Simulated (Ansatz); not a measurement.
Rock-salt LiI, relaxed in Ansatz (plane waves) with several semilocal functionals. Each gives its own volume and its own bulk modulus:

```json
[
 {"level": "LDA", "V0 (Å³/atom)": "24.448", "bulk modulus (GPa)": "25.74", "ln V0": "3.1965", "ln B0": "3.2480"},
 {"level": "PBEsol", "V0 (Å³/atom)": "25.703", "bulk modulus (GPa)": "22.56", "ln V0": "3.2466", "ln B0": "3.1162"},
 {"level": "PBE", "V0 (Å³/atom)": "27.266", "bulk modulus (GPa)": "19.77", "ln V0": "3.3056", "ln B0": "2.9842"}
]
```

Q: Fit a straight line to ln B0 against ln V0. What does it predict for r²SCAN, whose volume is 27.255 Å³/atom?

A: With x = ln V0 and y = ln B0: means 3.24957 and 3.11613; Σ(Δx Δy) = -0.01439, Σ(Δx²) = 0.005965, so the slope is -2.41. At x = 3.3052 the line gives y = 3.11613 + (-2.41) × (3.3052 − 3.24957) = 2.9821, or 19.73 GPa. The run with r²SCAN gives 20.84 GPa, +5.6 % from the line. The rows used scatter about it by up to 0.7 %, while the largest value lies 30 % above the smallest. For comparison, PBE's own equation of state has B′ = 4.5, the slope −d ln B/d ln V at a fixed functional; the two needn't agree, since functionals also differ at one volume.

Measured: 24 GPa (measured, 0 K, extrapolated to 0 K; as tabulated in Doll and Stoll (1998), arXiv:cond-mat/9801031).

Ansatz's density-functional and Hartree–Fock values are scalar-relativistic unless marked +SOC, with PAW data made under PBE.

Ansatz is a program for electronic structure.
